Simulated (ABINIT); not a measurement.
The system is GaN.

```
CELL_PARAMETERS angstrom
0.00000 2.25350 2.25350
2.25350 0.00000 2.25350
2.25350 2.25350 0.00000
ATOMIC_POSITIONS crystal
Ga 0.00000 0.00000 0.00000
N 0.25000 0.25000 0.25000
```

The cell is a database's computed one.

Base run:

| Property | Result |
| --- | --- |
| Program | ABINIT 10.8.3 (patched build) |
| Functional | OLYP |
| Potentials or basis | PseudoDojo NC SR PBE v0.4.1 standard |
| Cutoff | 1143 eV |
| k mesh | 10 × 10 × 10 |
| Occupations | fermi-dirac, width 0.05 eV |
| Spin | no spin polarisation |

Its results: band gap on the k mesh 2.07 eV, direct; pressure 5.6 GPa.

The run is repeated on the same cell with these changes: functional from OLYP to HCTH407. What comes out?

Band gap on the k mesh 2.16 eV, direct; pressure 6.1 GPa.

Caveats: the potentials were made for another functional, which shifts forces and pressure.
